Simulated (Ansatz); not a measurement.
# InGa2N3: the cost of one run

Method: DFT PBE, scalar-relativistic, plane waves, PAW, in Ansatz 0.2.0.

**1. The system as given**

The structure is orthorhombic, space group Cmc2_1 (No. 36). The conventional cell has a = 10.009 Å, b = 5.773 Å, c = 5.390 Å, α = 90.00°, β = 90.00°, γ = 90.00°. Around In (site symmetry m) lie 4 N at 2.18 to 2.19 Å. Ga (site symmetry 1) is surrounded by 4 N at 1.97 to 1.98 Å. N (site symmetry 1) is surrounded by 3 Ga at 1.97 to 1.98 Å and 1 In at 2.18 Å. Around N (site symmetry m) lie 2 Ga at 1.97 Å and 2 In at 2.18 to 2.19 Å.

Structure file:

```cif
data_structure
_symmetry_space_group_name_H-M 'P 1'
_symmetry_Int_Tables_number 1
_cell_length_a 5.7771
_cell_length_b 5.7771
_cell_length_c 5.3903
_cell_angle_alpha 90.000
_cell_angle_beta 90.000
_cell_angle_gamma 59.953
_cell_volume 155.73
loop_
_atom_site_label
_atom_site_type_symbol
_atom_site_fract_x
_atom_site_fract_y
_atom_site_fract_z
_atom_site_occupancy
In1 In 0.32527 0.67473 0.98970 1
In2 In 0.67473 0.32527 0.48970 1
Ga1 Ga 0.00709 0.33385 0.99257 1
Ga2 Ga 0.66615 0.99291 0.99257 1
Ga3 Ga 0.99291 0.66615 0.49257 1
Ga4 Ga 0.33385 0.00709 0.49257 1
N1 N 0.02683 0.33368 0.35888 1
N2 N 0.66632 0.97318 0.35888 1
N3 N 0.97318 0.66632 0.85888 1
N4 N 0.33368 0.02683 0.85888 1
N5 N 0.30745 0.69256 0.39539 1
N6 N 0.69256 0.30745 0.89539 1
```

The structure comes from the Materials Project (structure only).

**2. The base run**

input.yaml reads:

```yaml
crystal:
  lattice:
    - [5.0043409607, -2.8865205108, 0.0]
    - [5.0043409607, 2.8865205108, 0.0]
    - [0.0, 0.0, 5.390303]
  atoms:
    - { symbol: In, position: [0.325265, 0.674735, 0.989696] }
    - { symbol: In, position: [0.674735, 0.325265, 0.489696] }
    - { symbol: Ga, position: [0.007088, 0.333852, 0.992575] }
    - { symbol: Ga, position: [0.666148, 0.992912, 0.992575] }
    - { symbol: Ga, position: [0.992912, 0.666148, 0.492575] }
    - { symbol: Ga, position: [0.333852, 0.007088, 0.492575] }
    - { symbol: "N", position: [0.026825, 0.333679, 0.358883] }
    - { symbol: "N", position: [0.666321, 0.973175, 0.358883] }
    - { symbol: "N", position: [0.973175, 0.666321, 0.858883] }
    - { symbol: "N", position: [0.333679, 0.026825, 0.858883] }
    - { symbol: "N", position: [0.307445, 0.692555, 0.395389] }
    - { symbol: "N", position: [0.692555, 0.307445, 0.895389] }
basis:
  ecutwfc: 500
  fft_grid_basis: typed
kpoints:
  mp_grid: { grid: [6, 6, 6] }
hamiltonian:
  xc: pbe
scf:
  occupations: { method: gaussian, width: 0.05 }
output:
  forces: true
  stress: true
  eigenvalues: true
  bader: true
  write_density: true
  volumetric_format: npy
  elf: true
```

The run is started by

```bash
$ ansatz run input.yaml --threads 2 --pin off --max-ram 4096MiB --backend cpu --events-out ev --progress --plain --runs-dir out
```

What time and memory should one allow on 2 threads of Intel Xeon 6975P-C (Granite Rapids), shared host?

About 69 s, with a peak of 0.81 GiB.
